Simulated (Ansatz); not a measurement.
Here is an Ansatz 0.2.0 calculation.

input.yaml

```yaml
crystal:
  lattice:
    - [1.58, 0.9122134253, 6.15]
    - [-1.58, 0.9122134253, 6.15]
    - [0.0, -1.8244268506, 6.15]
  atoms:
    - { symbol: Mo, position: [0.0, 0.0, 0.0] }
    - { symbol: S, position: [0.417, 0.417, 0.417] }
    - { symbol: S, position: [0.25, 0.25, 0.25] }
kpoints:
  mp_grid: { grid: [6, 6, 6] }
scf:
  occupations: { method: fermi_dirac, width: 0.03 }
hamiltonian:
  xc: pbe
  pseudopotentials: { kind: all_electron, lapw: { basis_error: 0.002 } }
output:
  forces: true
  stress: true
  eigenvalues: true
```

Potentials or basis: all-electron LAPW, scalar-relativistic.

Launch:

```sh
$ ansatz run input.yaml --threads 2 --pin off --max-ram 6144MiB --backend cpu --events-out ev --progress --plain --runs-dir out
```

What does it give for the largest force?

0.528 eV/Å.

Estimate the pressure.

5.4 GPa.

Estimate the band gap on the k mesh.

0.93 eV, indirect (least direct gap 1.71 eV).

Stress tensor (GPa, compression positive):
```
4.56 0.00 0.00
0.00 4.56 0.00
0.00 0.00 7.00
```

A k mesh can miss the band edges. As with any semilocal functional, this PBE gap is likely too small.
